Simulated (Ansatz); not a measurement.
# Pt (Im-3m) in Ansatz: a series of runs

One crystal, Pt, is run at these levels: PBEsol; tasks: single point, equation of state.

Program: Ansatz 0.2.0. These are calculated values, not measurements. Logs are shortened: lines on timing, memory, paths and dates and some standing lists are left out, and cuts for length are marked.

**1. The structure**

It takes space group Im-3m (No. 229, cubic). The conventional cell has a = 3.168 Å, b = 3.168 Å, c = 3.168 Å, α = 90.00°, β = 90.00°, γ = 90.00°. Pt (site symmetry m-3m) is surrounded by 8 Pt at 2.74 Å.

This isn't the form of Pt at room conditions, which is fcc.

**2. Single point, PBEsol, 14.95 Å³/atom (volume scaled by 0.94)**

input.yaml reads:

```yaml
crystal:
  lattice:
    - [-1.5518799051, 1.5518799051, 1.5518799051]
    - [1.5518799051, -1.5518799051, 1.5518799051]
    - [1.5518799051, 1.5518799051, -1.5518799051]
  atoms:
    - { symbol: Pt, position: [0.0, 0.0, 0.0] }
kpoints:
  mp_grid: { grid: [12, 12, 12] }
scf:
  occupations: { method: fermi_dirac, width: 0.05 }
hamiltonian:
  xc: pbesol
  pseudopotentials: { kind: all_electron, lapw: { basis_error: 0.001 } }
output:
  forces: true
  stress: true
  eigenvalues: true
```

Potentials or basis: all-electron LAPW, scalar-relativistic.

Command:

```sh
ansatz run input.yaml --threads 1 --pin off --max-ram 3072MiB --backend cpu --events-out ev --progress --plain --runs-dir out
```

Output:

```text
Warning: RAYON_NUM_THREADS=1 ignored (pool sized by the plan → 1); use --threads N
LAPW: plane waves up to 8.737 Å⁻¹, error target 1.0e-3 eV per atom; small_component_spin mean_spin; Pt in spheres of 1.344 Å, 42 of its electrons in bands, Dirac shells [] (how accurate: hamiltonian.pseudopotentials.lapw.basis_error, Limitations)
Engine: ansatz 0.2.0, aarch64-unknown-linux-gnu
Pseudopotentials: kind: all_electron
Pseudopotential: Pt, LAPW, valence charge 42, lapw/all_electron/scalar/gaussian/Pt, Koelling and Harmon's equation, gaussian nucleus
Functional definition: PBEsol
  exchange = pbesol_x
  correlation = pbesol_c
Crystal: 1 atoms, lattice volume = 14.950 Å³
Basis set: ecut = 290.8303026670045 eV, 177 PW (Γ), exchange–correlation at level 2
Bands: 26, of which v1, the nominal top of the filled ones, is band 21 counted from 1 (20 counted from 0)
Symmetry: 48 space group operations
Space group: Im-3m (ITA 229), of the structure as read, at distance tolerance 2.5e-5 Å
k-points: 72 of 1728
Non-local potential: Pt, projectors of the file, none
Initial density: superposition of atomic densities (chi_scale 0.1, normalization cell)
Initial wavefunctions: plane waves of lowest kinetic energy (no species holds an atomic orbital)
Functional: x = pbesol(κ = 0.804, μ = 0.12345679012345678), c = pbesol(β = 0.046)
iter 1 solved again at ethr=2.92e-4 eV; its pass at ethr=1.00e-1 eV (dr2=1.23e-1 eV) is discarded
SCF iter   1: F=—  HF=-500818.420787 eV  |F-HF|=—  |Δ(HF+E_count)|=         —  Δρ=3.65e-2  dr2=1.23e-1  ethr=2.92e-4  ⟨swp⟩=2.9  Hψ=11805  notcnv=0
preconditioner: auto → Kerker (q_TF=auto, 3.241 Å⁻¹)  [metal: Δε(μ)=0.040 eV  Ē_g=16.062 eV  σ=0.050 eV  W_gap=0.20  n_scr=12 (ndim 8)  ℏωp=30.4 eV  f_vac=0.000  D(μ)=0.57/eV (n_scr^D=0)]
SCF iter   2: F=—  HF=-500818.073915 eV  |F-HF|=—  |Δ(HF+E_count)|=   3.47e-1  Δρ=1.02e-2  dr2=1.33e-2  ethr=2.92e-4  ⟨swp⟩=2.2  Hψ=5773  notcnv=0
SCF iter   3: F=—  HF=-500818.055242 eV  |F-HF|=—  |Δ(HF+E_count)|=         —  Δρ=9.46e-3  dr2=1.16e-2  ethr=3.17e-5  ⟨swp⟩=2.0  Hψ=5409  notcnv=0
the basis was enlarged: its passes take 1016.8 KiB over the memory plan, 1 of 1 planned eigensolver slots
SCF iter   4: F=—  HF=-500818.052598 eV  |F-HF|=—  |Δ(HF+E_count)|=   2.64e-3  Δρ=6.05e-3  dr2=5.21e-3  ethr=2.77e-5  ⟨swp⟩=2.0  Hψ=5406  notcnv=0
SCF iter   5: F=—  HF=-500818.051593 eV  |F-HF|=—  |Δ(HF+E_count)|=   1.00e-3  Δρ=2.63e-3  dr2=1.11e-3  ethr=1.24e-5  ⟨swp⟩=2.0  Hψ=5321  notcnv=0
iter 6 solved again at ethr=7.35e-8 eV; its pass at ethr=2.64e-6 eV (dr2=3.09e-5 eV) is discarded
SCF iter   6: F=—  HF=-500818.051636 eV  |F-HF|=—  |Δ(HF+E_count)|=   4.27e-5  Δρ=4.41e-4  dr2=3.08e-5  ethr=7.35e-8  ⟨swp⟩=2.0  Hψ=9234  notcnv=0
SCF iter   7: F=—  HF=-500818.051631 eV  |F-HF|=—  |Δ(HF+E_count)|=   5.03e-6  Δρ=6.95e-5  dr2=4.37e-7  ethr=7.34e-8  ⟨swp⟩=2.0  Hψ=5409  notcnv=0
SCF iter   8: F=-500818.051631 eV  HF=-500818.051631 eV  |F-HF|=5.47e-9  |Δ(HF+E_count)|=   4.89e-9  Δρ=8.60e-6  dr2=5.61e-9  ethr=1.04e-9  ⟨swp⟩=2.0  Hψ=5409  notcnv=0
SCF 1 converged in 8 iterations: F = -500818.051631 eV  dr2 = 5.61e-9
SCF converged after 8 iterations
Free energy (F): -500818.051631 eV
Harris-Foulkes:  -500818.051631 eV  (|F-HF|=5.47e-9)
Internal energy: -500818.046123 eV  (E = F + TS)
E sigma→0 (E₀):  -500818.048877 eV
Entropy (-TS):   -0.005508 eV (-5.508 meV/atom)
Fermi energy:    28.722339 eV
--- Per-component energies (eV) ---
  E_band       = -3298.908681
  E_kinetic    = 568679.083061
  E_xc         = -9553.896892
  E_electrostatic = -1059943.232291  (all electrons and nuclei)
  E_smearing   = -0.005508  (= −TS)
  E_closure    = 0.000000  (closes the sum)
  E_atoms      = -500811.181748  (free atoms, spherical and without spin; not in F)
  Σ components = -500818.051631   (vs F -500818.051631, Δ=0.00e0)
  Basis errors (estimates in eV, not in F): energy 2.7e-4 per atom: plane waves 2.3e-4 (1.2e-4 summed), levels above the bands 5.2e-173, relativity 6.8e-8, radial functions 3.8e-5, core shells 2.8e-7; eigenvalues (radial functions only) 6.8e-6; not estimated: angular momenta, meshes, grids; target (lapw.basis_error) 1.0e-3; muffin-tin radii Pt 1.344 Å
--- Forces (eV/Å), atoms counted from 1 ---
  atom   1  Pt    -0.00000000     0.00000000     0.00000000
  max |Σ_I F_I| component: 6.16e-32 eV/Å
--- Stress (GPa, compression-positive) ---
        4.676121       0.000000       0.000000
        0.000000       4.676121      -0.000000
        0.000000      -0.000000       4.676121
  P = ⅓ Tr σ = 4.6761 GPa (46.761 kbar)
--- Band table (eV; the first three rows and the last of 72) ---
  k-point 0: bands = ["-274.0432", "-274.0432", "-274.0432", "-273.9783", "-273.9783", "-69.4838", "-38.0181", "-37.9777", "-37.9777", "-37.9777", "-37.9376", "-37.9376", "-37.9376", "-23.4263", "-23.4263", "-23.4263", "18.6461", "24.9975", "24.9975", "24.9975", "27.7254", "27.7254", "45.7785", "45.7785", "45.7785", "56.4181"]
  k-point 1: bands = ["-274.0432", "-274.0432", "-274.0432", "-273.9783", "-273.9783", "-69.4812", "-38.0184", "-37.9776", "-37.9776", "-37.9775", "-37.9377", "-37.9376", "-37.9376", "-23.4610", "-23.4383", "-23.4261", "18.9441", "24.8763", "24.9942", "25.2431", "27.5706", "27.7339", "45.9179", "46.0542", "46.2222", "53.7146"]
  k-point 2: bands = ["-274.0432", "-274.0432", "-274.0432", "-273.9783", "-273.9783", "-69.4742", "-38.0192", "-37.9774", "-37.9772", "-37.9770", "-37.9382", "-37.9378", "-37.9377", "-23.5552", "-23.4711", "-23.4256", "19.7716", "24.5597", "24.9577", "25.9549", "27.3053", "27.7680", "45.8941", "46.0032", "47.4847", "51.9140"]
  k-point 71: bands = ["-274.0432", "-274.0432", "-274.0432", "-273.9783", "-273.9783", "-69.4142", "-38.0263", "-37.9742", "-37.9742", "-37.9742", "-37.9398", "-37.9398", "-37.9398", "-23.8010", "-23.8010", "-23.8010", "22.1389", "22.1389", "29.4070", "29.4070", "29.4070", "36.5371", "36.5371", "36.5371", "42.3663", "48.5438"]
```

Run time: 17 s. Hardware: 1 thread of Arm Neoverse N1, shared host; peak memory 0.29 GiB.

What came out:

| Quantity | Value |
| --- | --- |
| Free energy | -500818.0516 eV |
| Pressure | 4.7 GPa |
| Band gap on the k mesh | none (metal or under the smearing width) |

**3. Single point, PBEsol, 15.27 Å³/atom (volume scaled by 0.96)**

input.yaml: that of step 2 with these lines changed.

```diff
@@ -2,5 +2,5 @@
   lattice:
-    - [-1.5518799051, 1.5518799051, 1.5518799051]
-    - [1.5518799051, -1.5518799051, 1.5518799051]
-    - [1.5518799051, 1.5518799051, -1.5518799051]
+    - [-1.562808997, 1.562808997, 1.562808997]
+    - [1.562808997, -1.562808997, 1.562808997]
+    - [1.562808997, 1.562808997, -1.562808997]
   atoms:
```

Potentials or basis: all-electron LAPW, scalar-relativistic.

Command:

```sh
ansatz run input.yaml --threads 1 --pin off --max-ram 3072MiB --backend cpu --events-out ev --progress --plain --runs-dir out
```

It took 17 s on 1 thread of Arm Neoverse N1, shared host; peak memory 0.29 GiB.

It converged, with:

```yaml
Free_energy: -500818.0548 eV
Pressure: -1.3 GPa
Band_gap_on_the_k_mesh: none (metal or under the smearing width)
```

**4. Single point, PBEsol, 15.59 Å³/atom (volume scaled by 0.98)**

input.yaml: that of step 3 with these lines changed.

```diff
@@ -2,5 +2,5 @@
   lattice:
-    - [-1.562808997, 1.562808997, 1.562808997]
-    - [1.562808997, -1.562808997, 1.562808997]
-    - [1.562808997, 1.562808997, -1.562808997]
+    - [-1.5735873306, 1.5735873306, 1.5735873306]
+    - [1.5735873306, -1.5735873306, 1.5735873306]
+    - [1.5735873306, 1.5735873306, -1.5735873306]
   atoms:
```

Command:

```sh
ansatz run input.yaml --threads 1 --pin off --max-ram 3072MiB --backend cpu --events-out ev --progress --plain --runs-dir out
```

Wall time 17 s (1 thread of Arm Neoverse N1, shared host); peak memory 0.28 GiB.

Results (log left out):

```
Free energy            : -500818.0468 eV
Pressure               : -6.6 GPa
Band gap on the k mesh : none (metal or under the smearing width)
```

**5. Single point, PBEsol, 15.90 Å³/atom**

input.yaml: that of step 4 with these lines changed.

```diff
@@ -2,5 +2,5 @@
   lattice:
-    - [-1.5735873306, 1.5735873306, 1.5735873306]
-    - [1.5735873306, -1.5735873306, 1.5735873306]
-    - [1.5735873306, 1.5735873306, -1.5735873306]
+    - [-1.58422, 1.58422, 1.58422]
+    - [1.58422, -1.58422, 1.58422]
+    - [1.58422, 1.58422, -1.58422]
   atoms:
```

Command:

```sh
ansatz run input.yaml --threads 1 --pin off --max-ram 3072MiB --backend cpu --events-out ev --progress --plain --runs-dir out
```

Run time: 17 s. Hardware: 1 thread of Arm Neoverse N1, shared host; peak memory 0.29 GiB.

Results (log left out):

| Quantity | Value |
| --- | --- |
| Free energy | -500818.0290 eV |
| Pressure | -11.2 GPa |
| Band gap on the k mesh | none (metal or under the smearing width) |

**6. Single point, PBEsol, 16.22 Å³/atom (volume scaled by 1.02)**

input.yaml: that of step 5 with these lines changed.

```diff
@@ -2,5 +2,5 @@
   lattice:
-    - [-1.58422, 1.58422, 1.58422]
-    - [1.58422, -1.58422, 1.58422]
-    - [1.58422, 1.58422, -1.58422]
+    - [-1.5947118289, 1.5947118289, 1.5947118289]
+    - [1.5947118289, -1.5947118289, 1.5947118289]
+    - [1.5947118289, 1.5947118289, -1.5947118289]
   atoms:
```

Potentials or basis: all-electron LAPW, scalar-relativistic.

Command:

```sh
ansatz run input.yaml --threads 1 --pin off --max-ram 3072MiB --backend cpu --events-out ev --progress --plain --runs-dir out
```

Wall time 17 s (1 thread of Arm Neoverse N1, shared host); peak memory 0.29 GiB.

Results (log left out):

```yaml
Free_energy: -500818.0026 eV
Pressure: -15.3 GPa
Band_gap_on_the_k_mesh: none (metal or under the smearing width)
```

**7. Single point, PBEsol, 16.54 Å³/atom (volume scaled by 1.04)**

input.yaml: that of step 6 with these lines changed.

```diff
@@ -2,5 +2,5 @@
   lattice:
-    - [-1.5947118289, 1.5947118289, 1.5947118289]
-    - [1.5947118289, -1.5947118289, 1.5947118289]
-    - [1.5947118289, 1.5947118289, -1.5947118289]
+    - [-1.6050673907, 1.6050673907, 1.6050673907]
+    - [1.6050673907, -1.6050673907, 1.6050673907]
+    - [1.6050673907, 1.6050673907, -1.6050673907]
   atoms:
```

Command:

```sh
ansatz run input.yaml --threads 1 --pin off --max-ram 3072MiB --backend cpu --events-out ev --progress --plain --runs-dir out
```

Wall time 16 s (1 thread of Arm Neoverse N1, shared host); peak memory 0.29 GiB.

The run converged. Its results:

```
Free energy            : -500817.9687 eV
Pressure               : -18.8 GPa
Band gap on the k mesh : none (metal or under the smearing width)
```

**8. Single point, PBEsol, 16.86 Å³/atom (volume scaled by 1.06)**

input.yaml: that of step 7 with these lines changed.

```diff
@@ -2,5 +2,5 @@
   lattice:
-    - [-1.6050673907, 1.6050673907, 1.6050673907]
-    - [1.6050673907, -1.6050673907, 1.6050673907]
-    - [1.6050673907, 1.6050673907, -1.6050673907]
+    - [-1.6152910255, 1.6152910255, 1.6152910255]
+    - [1.6152910255, -1.6152910255, 1.6152910255]
+    - [1.6152910255, 1.6152910255, -1.6152910255]
   atoms:
```

Command:

```sh
ansatz run input.yaml --threads 1 --pin off --max-ram 3072MiB --backend cpu --events-out ev --progress --plain --runs-dir out
```

Run time: 16 s. Hardware: 1 thread of Arm Neoverse N1, shared host; peak memory 0.29 GiB.

Results (log left out):

```yaml
Free_energy: -500817.9284 eV
Pressure: -21.8 GPa
Band_gap_on_the_k_mesh: none (metal or under the smearing width)
```

**9. Equation of state, PBEsol**

Potentials or basis: all-electron LAPW, scalar-relativistic.

This step only gathers the single runs of the series.

Results:

```yaml
Equilibrium_volume: 15.19 Å³/atom
Bulk_modulus: 278 GPa
Pressure_derivative_of_the_bulk_modulus: 5.4
```

Energy against volume, from the lowest point:
```tsv
volume (Å³/atom)	energy (meV/atom)
14.950	3.18
15.268	0.00
15.586	8.01
15.904	25.82
16.222	52.21
16.540	86.08
16.858	126.46
```
